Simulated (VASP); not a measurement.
Write the native input for VASP 6.6.1 that does the following.

```yaml
Task: single point
Functional: r2SCAN
Potentials_or_basis: VASP PAW PBE potentials, release 64 (Ni, H_s)
Cutoff: 900 eV
k_mesh: 18 × 18 × 10
Occupations: gaussian, width 0.05 eV
Spin: collinear spin, ferromagnetic start
Starting_moments: "[1.0, 1.0, 0.0] μB"
Further_INCAR_settings: ADDGRID = False; ALGO = Normal; EDIFF = 1e-08
```

The structure of Ni2H lies in POSCAR:

```
Ni2H
1.0
    2.6430000000      0.0000000000      0.0000000000
   -1.3215000000      2.2889051422      0.0000000000
    0.0000000000      0.0000000000      4.3080000000
Ni H
2 1
Direct
    0.6666666667      0.3333333333      0.7670000000
    0.3333333333      0.6666666667      0.2330000000
    0.0000000000      0.0000000000      0.0000000000
```

The input as run:

INCAR

```
SYSTEM = Ni2H
PREC = Accurate
ENCUT = 900
EDIFF = 1E-8
ISMEAR = 0
SIGMA = 0.05
LREAL = .FALSE.
LASPH = .TRUE.
NELM = 100
ALGO = Normal
ISIF = 2
LWAVE = .FALSE.
LCHARG = .FALSE.
ISPIN = 2
MAGMOM = 1 1 0
LORBIT = 11
LMAXMIX = 4
METAGGA = R2SCAN
LMIXTAU = .TRUE.
ADDGRID = .FALSE.
```

KPOINTS

```
Automatic mesh
0
G
  18 18 10
  0 0 0
```

Potentials or basis: VASP PAW PBE potentials, release 64 (Ni, H_s).

Command:

```bash
$ cat potpaw_PBE.64/Ni/POTCAR potpaw_PBE.64/H_s/POTCAR > POTCAR
$ mpirun -np 1 vasp_std > vasp.out
```

It gave:

| Quantity | Value |
| --- | --- |
| Pressure | -15.0 GPa |
| Largest force | 1.110 eV/Å |
| Band gap on the k mesh | none (metal or under the smearing width) |
| Net moment | 0.85 μB per cell |
| Site moments | Ni +0.45; H -0.01 μB |
| Valence electrons inside the program's atomic spheres | Ni 9.27; H 0.78 |

Caveat: so large a pressure means that the cell lies far from this level's equilibrium, or that cutoff or potentials fall short; the potentials were made for another functional, which shifts forces and pressure.

It took 48 min on 1 thread of AMD EPYC 9R45 (Zen 5), with other jobs on the host, peak memory 0.57 GiB.
